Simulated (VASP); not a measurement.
The system is CuI.

```
I Cu
1.0
     4.09020    0.00000    0.00000
     0.00000    4.09020    0.00000
     0.00000    0.00000    6.55146
I Cu
2 2
Direct
  0.00000 0.50000 0.74303
  0.50000 0.00000 0.25697
  0.00000 0.00000 0.00000
  0.50000 0.50000 0.00000
```

Measurements of this composition are mostly on another form, of space group No. 216.

Base run:

- Program: VASP 6.6.1
- Functional: PBEsol
- Potentials or basis: VASP PAW PBE potentials, release 64 (I, Cu)
- Cutoff: 520 eV
- k mesh: 8 × 8 × 4
- Occupations: gaussian, width 0.02 eV
- Spin: no spin polarisation

Its results: band gap on the k mesh 1.50 eV, direct.

The run is repeated on the same cell with these changes: functional from PBEsol to r2SCAN. What comes out?

Band gap on the k mesh 2.08 eV, direct.

r2SCAN gives the wider gap, since meta-GGAs in the generalised Kohn-Sham scheme recover part of the derivative discontinuity.

Caveats: spin-orbit coupling is left out, which moves the levels of the heavy elements.
